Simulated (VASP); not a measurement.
# Ti2Si (Cmmm) in VASP: relaxation of cell and atoms with PBE

Aim: the relaxation of cell and atoms of Ti2Si with PBE.

Everything below comes from runs of VASP 6.6.1. Logs are shortened: lines on timing, memory, paths and dates and some standing lists are left out, and cuts for length are marked.

**1. The crystal as given**

Symmetry: Cmmm, No. 65, orthorhombic system. The conventional cell has a = 6.372 Å, b = 6.559 Å, c = 2.205 Å, α = 90.00°, β = 90.00°, γ = 90.00°. Ti (site symmetry 2mm) has 3 Ti at 2.03 to 2.20 Å and 1 Si at 2.17 Å as nearest neighbours. Around Si (site symmetry mmm) lie 2 Ti at 2.17 Å and 2 Si at 2.20 Å.

The cell was built by a generator and needn't be a form met in nature.

**2. Relaxation of cell and atoms, PBE**

INCAR reads:

```
PREC     = Normal         # precision mode
ENCUT    = 520            # plane-wave cutoff, eV
EDIFF    = 1E-4           # SCF threshold, eV
ISMEAR   = 0              # smearing method
SIGMA    = 0.15           # smearing width, eV
LREAL    = F              # projectors in reciprocal space
LASPH    = T              # aspherical terms in the spheres
NELM     = 60             # most SCF steps
ALGO     = Fast           # electronic algorithm
ISIF     = 3              # what is computed and relaxed
LWAVE    = F              # write WAVECAR
LCHARG   = F              # write CHGCAR
GGA      = PE             # functional
IBRION   = 2              # ionic algorithm
NSW      = 24             # ionic steps
EDIFFG   = -0.08          # ionic threshold
```

KPOINTS reads:

```
regular mesh
0
Gamma
  5 5 9
```

POSCAR reads:

```
Ti2Si
1.0
    3.1860310100     -3.2794370900      0.0000000000
    3.1860310100      3.2794370900      0.0000000000
    0.0000000000      0.0000000000      2.2048451900
Ti Si
2 1
Direct
    0.8403435600      0.8403435600      0.0000000000
    0.1596564400      0.1596564400      0.0000000000
    0.5000000000      0.5000000000      0.0000000000
```

Potentials or basis: VASP PAW PBE potentials, release 64 (Ti_sv, Si).

On the command line:

```bash
cat potpaw_PBE.64/Ti_sv/POTCAR potpaw_PBE.64/Si/POTCAR > POTCAR
mpirun -np 1 vasp_std > vasp.out
```

OUTCAR:

```text
PREC = Normal
   ENCUT = 520
   EDIFF = 1E-4
   ISMEAR = 0
   LREAL = F
   LASPH = T
   NELM = 60
   ISIF = 3
   GGA = PE
   IBRION = 2
   NSW = 24
   EDIFFG = -0.08

 ion  position               nearest neighbor table
   1  0.840  0.840  0.000-   2 2.03   3 2.17
   2  0.160  0.160  0.000-   1 2.03   3 2.17
   3  0.500  0.500  0.000-   1 2.17   2 2.17

  LATTYP: Found a base centered orthorhombic cell.
 ALAT       =     6.3720620200
 B/A-ratio  =     1.0293173794
 C/A-ratio  =     0.3460175345

  Lattice vectors:

 A1 = (   3.1860310100,  -3.2794370900,   0.0000000000)
 A2 = (   3.1860310100,   3.2794370900,   0.0000000000)
 A3 = (   0.0000000000,   0.0000000000,   2.2048451900)

Analysis of symmetry for initial positions (statically):
=====================================================================
 Subroutine PRICEL returns:
 Original cell was already a primitive cell.

 Routine SETGRP: Setting up the symmetry group for a
 base centered orthorhombic supercell.

 Subroutine GETGRP returns: Found  8 space group operations
 (whereof  8 operations were pure point group operations)
 out of a pool of  8 trial point group operations.

The static configuration has the point symmetry D_2h.

Analysis of symmetry for dynamics (positions and initial velocities):
=====================================================================
 Subroutine PRICEL returns:
 Original cell was already a primitive cell.

 Routine SETGRP: Setting up the symmetry group for a
 base centered orthorhombic supercell.

 Subroutine GETGRP returns: Found  8 space group operations
 (whereof  8 operations were pure point group operations)
 out of a pool of  8 trial point group operations.

The dynamic configuration has the point symmetry D_2h.

 Subroutine INISYM returns: Found  8 space group operations
 (whereof  8 operations are pure point group operations),
 and found     1 'primitive' translations

----------------------------------------------------------------------------------------

                                     Primitive cell

  volume of cell :      46.0742

  direct lattice vectors                    reciprocal lattice vectors
     3.186031010 -3.279437090  0.000000000     0.156935070 -0.152465190  0.000000000
     3.186031010  3.279437090  0.000000000     0.156935070  0.152465190  0.000000000
     0.000000000  0.000000000  2.204845190     0.000000000  0.000000000  0.453546582

  length of vectors
     4.572253408  4.572253408  2.204845190     0.218801852  0.218801852  0.453546582

  position of ions in fractional coordinates (direct lattice)
     0.840343560  0.840343560  0.000000000
     0.159656440  0.159656440  0.000000000
     0.500000000  0.500000000  0.000000000

  ion indices of the primitive-cell ions
   primitive index   ion index
                 1           1
                 2           2
                 3           3

----------------------------------------------------------------------------------------

 KPOINTS: regular mesh

Automatic generation of k-mesh.
 Grid dimensions read from file:
 generate k-points for:    5    5    9

 Generating k-lattice:

  Cartesian coordinates                     Fractional coordinates (reciprocal lattice)
     0.031387014 -0.030493038  0.000000000     0.200000000 -0.000000000  0.000000000
     0.031387014  0.030493038  0.000000000    -0.000000000  0.200000000  0.000000000
     0.000000000  0.000000000  0.050394065     0.000000000  0.000000000  0.111111111

  Length of vectors
     0.043760370  0.043760370  0.050394065

  Shift w.r.t. Gamma in fractional coordinates (k-lattice)
     0.000000000  0.000000000  0.000000000

 Subroutine IBZKPT returns following result:
 ===========================================

 Found     45 irreducible k-points:

 Following reciprocal coordinates:
            Coordinates               Weight
  0.000000  0.000000  0.000000      1.000000
  0.200000  0.000000  0.000000      4.000000
  0.400000  0.000000  0.000000      4.000000
  0.200000  0.200000  0.000000      2.000000
  0.400000  0.200000  0.000000      4.000000
 -0.400000  0.200000  0.000000      4.000000
[... 16 lines left out ...]
  0.400000  0.200000  0.222222      8.000000
 -0.400000  0.200000  0.222222      8.000000
 [... further k-points ...]
   k-points           NKPTS =     45   k-points in BZ     NKDIM =     45   number of bands    NBANDS=     18
   number of dos      NEDOS =    301   number of ions     NIONS =      3
   total plane-waves  NPLWV =   9408
   dimension x,y,z NGX =    28 NGY =   28 NGZ =   12
   dimension x,y,z NGXF=    56 NGYF=   56 NGZF=   24
   ions per type =               2   1
   NGX,Y,Z   is equivalent  to a cutoff of  10.18, 10.18,  9.05 a.u.
   NGXF,Y,Z  is equivalent  to a cutoff of  20.36, 20.36, 18.10 a.u.
 SYSTEM =  unknown system
   PREC   = normal    normal or accurate (medium, high low for compatibility)
   ISTART =      0    job   : 0-new  1-cont  2-samecut
   ICHARG =      2    charge: 1-file 2-atom 10-const
   ISPIN  =      1    spin polarized calculation?
   LNONCOLLINEAR =      F non collinear calculations
   LSORBIT =      F    spin-orbit coupling
   LASPH  =      T    aspherical Exc in radial PAW
   ENCUT  =  520.0 eV  38.22 Ry    6.18 a.u.   8.50  8.50  4.10*2*pi/ulx,y,z
   NELM   =     60;   NELMIN=  2; NELMDL= -5     # of ELM steps
   EDIFF  = 0.1E-03   stopping-criterion for ELM
   LREAL  =      F    real-space projection
   EDIFFG = -.8E-01   stopping-criterion for IOM
   NSW    =     24    number of steps for IOM
   IBRION =      2    ionic relax: 0-MD 1-quasi-New 2-CG
   NFREE  =      1    steps in history (QN), initial steepest desc. (CG)
   ISIF   =      3    stress and relaxation
   ISYM   =      2    0-nonsym 1-usesym 2-fastsym
   POTIM  = 0.5000    time-step for ionic-motion
   TEBEG  =    0.0;   TEEND  =   0.0 temperature during run
   PSTRESS=    0.0 pullay stress
   NELECT =      28.0000    total number of electrons
   NUPDOWN=      -1.0000    fix difference up-down
   EMIN   =  10.00;   EMAX   =-10.00  energy-range for DOS
   EFERMI =   0.00;   METHOD = LEGACY
   ISMEAR =     0;   SIGMA  =   0.15  broadening in eV -4-tet -1-fermi 0-gaus
   EFERMI_NEDOS =   21; number of points for ismear=-14 and -15
   IALGO  =     68    algorithm
   IMIX   =      4    mixing-type and parameters
     AMIX     =   0.40;   BMIX     =  1.00
     AMIX_MAG =   1.60;   BMIX_MAG =  1.00
  volume/ion in A,a.u.               =      15.36       103.64
  Fermi-wavevector in a.u.,A,eV,Ry     =   1.386676  2.620438 26.162244  1.922871
  Thomas-Fermi vector in A             =   2.510969
   LORBIT       =      0    0 simple, 1 ext, 2 COOP (PROOUT), +10 PAW based schemes
   GGA     = PE    functional components
   LHFCALC =     F    Hartree Fock is set to
   AEXX    =    0.0000 exact exchange contribution
   IVDW    =     0    specifies the selected vdW correction
   LEPSILON=     F    determine dielectric tensor
   LRPA    =     F    only Hartree local field effects (RPA)
 conjugate gradient relaxation of ions
 non-spin polarized calculation
 RMM-DIIS sequential band-by-band and
 Gauss-broadening in eV      SIGMA  =   0.15
  energy-cutoff  :      520.00
  volume of cell :       46.07
 maximum number of plane-waves:      1254
   NGX = 17   NGY = 17   NGZ =  9

--------------------------------------- Ionic step        1  -------------------------------------------

 number of electron      28.0000004 magnetization

 Free energy of the ion-electron system (eV)
  ---------------------------------------------------
  ext. energy  EPLUGINS =         0.00000000
  ---------------------------------------------------
  free energy    TOTEN  =       -15.48208448 eV

  energy without entropy =      -15.44056705  energy(sigma->0) =      -15.46132577

------------------------ aborting loop because EDIFF is reached ----------------------------------------

  FORCE on cell =-STRESS in cart. coord.  units (eV):
  Direction    XX          YY          ZZ          XY          YZ          ZX
  --------------------------------------------------------------------------------------
  -------------------------------------------------------------------------------------
  Total       25.4615569     -5.4734636     13.9210315      0.0000000      0.0000000      0.0000000
  in kB      885.3971890   -190.3335798    484.0883147      0.0000000      0.0000000      0.0000000
  external PRESSURE =     393.0506413 kB  Pullay stress =       0.0000000 kB
[... 523 lines left out ...]
      4     -19.1025      2.00000
      5     -19.0721      2.00000
      6     -19.0160      2.00000
[... 10 lines left out ...]
     17      15.5759      0.00000
     18      16.2081      0.00000

 [... further k-points ...]

------------------------ aborting loop EDIFF was not reached (unconverged)  ----------------------------

  FORCE on cell =-STRESS in cart. coord.  units (eV):
  Direction    XX          YY          ZZ          XY          YZ          ZX
  --------------------------------------------------------------------------------------
  -------------------------------------------------------------------------------------
  Total       -3.3479177    -14.6861754    -11.3723322      0.0000000      0.0000000      0.0000000
  in kB      -74.0050224   -324.6348390   -251.3830286      0.0000000      0.0000000      0.0000000
  external PRESSURE =    -216.6742966 kB  Pullay stress =       0.0000000 kB

 VOLUME and BASIS-vectors are now :
 -----------------------------------------------------------------------------
  energy-cutoff  :      520.00
  volume of cell :       72.48
      direct lattice vectors                 reciprocal lattice vectors
     4.490533442 -2.990787147  0.000000000     0.111345346 -0.167180068  0.000000000
     4.490533442  2.990787147  0.000000000     0.111345346  0.167180068  0.000000000
     0.000000000  0.000000000  2.698427353     0.000000000  0.000000000  0.370586223
[... 514 lines left out ...]
      4     -27.8468      2.00000
      5     -27.8291      2.00000
      6     -27.7230      2.00000
[... 10 lines left out ...]
     17       6.6929      0.00000
     18       8.2420      0.00000

 [... further k-points ...]

------------------------ aborting loop EDIFF was not reached (unconverged)  ----------------------------

  FORCE on cell =-STRESS in cart. coord.  units (eV):
  Direction    XX          YY          ZZ          XY          YZ          ZX
  --------------------------------------------------------------------------------------
  -------------------------------------------------------------------------------------
  Total       -6.6549073     -8.9489988     -3.1650054      0.0000000      0.0000000      0.0000000
  in kB     -156.4590528   -210.3938946    -74.4103149      0.0000000      0.0000000      0.0000000
  external PRESSURE =    -147.0877541 kB  Pullay stress =       0.0000000 kB

 VOLUME and BASIS-vectors are now :
 -----------------------------------------------------------------------------
  energy-cutoff  :      520.00
  volume of cell :       68.15
      direct lattice vectors                 reciprocal lattice vectors
     4.282890241 -3.036732786  0.000000000     0.116743594 -0.164650641  0.000000000
     4.282890241  3.036732786  0.000000000     0.116743594  0.164650641  0.000000000
     0.000000000  0.000000000  2.619861780     0.000000000  0.000000000  0.381699526
[... 510 lines left out ...]
      4     -22.9821      2.00000
      5     -22.4103      2.00000
      6     -22.3276      2.00000
[... 10 lines left out ...]
     17      12.2023      0.00000
     18      12.7897      0.00000

 [... further k-points ...]

[... ionic steps 4 to 21 ...]

--------------------------------------- Ionic step       22  -------------------------------------------

 number of electron      28.0000108 magnetization

------------------------ aborting loop because EDIFF is reached ----------------------------------------

  FORCE on cell =-STRESS in cart. coord.  units (eV):
  Direction    XX          YY          ZZ          XY          YZ          ZX
  --------------------------------------------------------------------------------------
  -------------------------------------------------------------------------------------
  Total        0.3726613     -0.2299095      0.5238194      0.0000000      0.0000000      0.0000000
  in kB       12.1724293     -7.5096531     17.1097866      0.0000000      0.0000000      0.0000000
  external PRESSURE =       7.2575209 kB  Pullay stress =       0.0000000 kB
[... 59 lines left out ...]
  energy  without entropy=      -20.8401124255  energy(sigma->0) =      -20.86053746

--------------------------------------- Ionic step       24  -------------------------------------------

 number of electron      28.0000111 magnetization

 Free energy of the ion-electron system (eV)
  ---------------------------------------------------
  ext. energy  EPLUGINS =         0.00000000
  ---------------------------------------------------
  free energy    TOTEN  =       -20.88197530 eV

  energy without entropy =      -20.84103561  energy(sigma->0) =      -20.86150545

 E-fermi :   8.4065     XC(G=0): -11.3055

 val. band max:        8.4028578121   @ k =  -0.4000   0.2000   0.3333
 cond. band min:       8.4092935886   @ k =  -0.4000   0.4000   0.3333
 fundamental gap:      0.0064357766
 Fermi energy:         8.4065364089

 k-point     1 :       0.0000    0.0000    0.0000
  band No.  band energies     occupation
      1     -48.0641      2.00000
      2     -47.8893      2.00000
      3     -24.5540      2.00000
      4     -24.5444      2.00000
      5     -24.0213      2.00000
      6     -24.0207      2.00000
[... 525 lines left out ...]
  FREE ENERGIE OF THE ION-ELECTRON SYSTEM (eV)
  ---------------------------------------------------
  free  energy   TOTEN  =       -20.8819752961 eV

  energy  without entropy=      -20.8410356069  energy(sigma->0) =      -20.86150545

 reached required accuracy - stopping structural energy minimisation
```

Run time: 5.4 min. Hardware: 1 thread of Intel Xeon 6975P-C (Granite Rapids), shared host; peak memory 0.16 GiB.

Results:

| Property | Result |
| --- | --- |
| Free energy | -20.8820 eV |
| Relaxed volume | 16.52 Å³/atom |
| Relaxed cell | a = 4.592 Å, b = 4.592 Å, c = 2.709 Å, α = 90.00°, β = 90.00°, γ = 60.18° |
| Space group after relaxing (to 0.05 Å) | P6/mmm (No. 191) |
| Energy gained by relaxing | 1800.0 meV/atom |
| Ionic steps | 24 |
| Pressure after relaxing | 0.3 GPa |
| Largest force after relaxing | 0.004 eV/Å |
| Band gap on the k mesh | none (metal or under the smearing width) |

Forces in eV/Å, atoms in the order of the input:
```
Ti   0.004  0.000  0.000
Ti  -0.004  0.000  0.000
Si   0.000  0.000  0.000
```

Step by step:
| step | energy change (eV) | largest force (eV/Å) | pressure (GPa) | volume (Å³) |
| --- | --- | --- | --- | --- |
| 1 | 0.0000 | 0.2419 | 39.31 | 46.07 |
| 2 | 31.1880 | 1.3621 | -21.67 | 72.48 |
| 3 | -2.9605 | 0.5523 | -14.71 | 68.15 |
| 4 | -3.2432 | 0.9273 | -11.48 | 64.56 |
| 5 | -3.2627 | 1.0733 | -8.81 | 62.40 |
| 6 | -4.5911 | 0.2599 | -8.75 | 55.72 |
| 7 | 5.3290 | 7.7290 | 149.14 | 32.81 |
| 8 | -3.4844 | 0.4843 | -7.70 | 52.80 |
| 9 | -4.4313 | 0.8540 | 23.45 | 43.21 |
| 10 | -5.3300 | 0.4727 | -0.51 | 49.51 |
| 11 | -5.3389 | 0.5055 | -0.23 | 48.98 |
| 12 | -5.3387 | 0.5094 | 0.72 | 48.70 |
| 13 | -5.3778 | 0.1907 | 2.48 | 48.72 |
| 14 | -5.3797 | 0.3193 | 2.16 | 48.73 |
| 15 | -5.3939 | 0.1062 | -1.20 | 50.40 |
| 16 | -5.3950 | 0.1546 | -1.06 | 50.05 |
| 17 | -5.3950 | 0.1582 | -1.11 | 49.94 |
| 18 | -5.3907 | 0.2134 | 0.67 | 49.33 |
| 19 | -5.3944 | 0.1592 | 0.58 | 49.85 |
| 20 | -5.3949 | 0.1425 | -0.12 | 49.91 |
| 21 | -5.3977 | 0.1155 | -0.60 | 49.70 |
| 22 | -5.3955 | 0.0085 | 0.73 | 49.05 |
| 23 | -5.3989 | 0.0901 | 0.29 | 49.41 |
| 24 | -5.3999 | 0.0039 | 0.34 | 49.57 |

Final structure:
```
Ti Si
1.0
     3.97348   -2.30222    0.00000
     3.97348    2.30222    0.00000
     0.00000    0.00000    2.70926
Ti Si
2 1
Direct
  0.83338 0.83338 0.00000
  0.16662 0.16662 0.00000
  0.50000 0.50000 0.00000
```

Caveat: the relaxation stopped at a loose force limit of 0.08 eV/Å, so its end isn't a converged minimum.
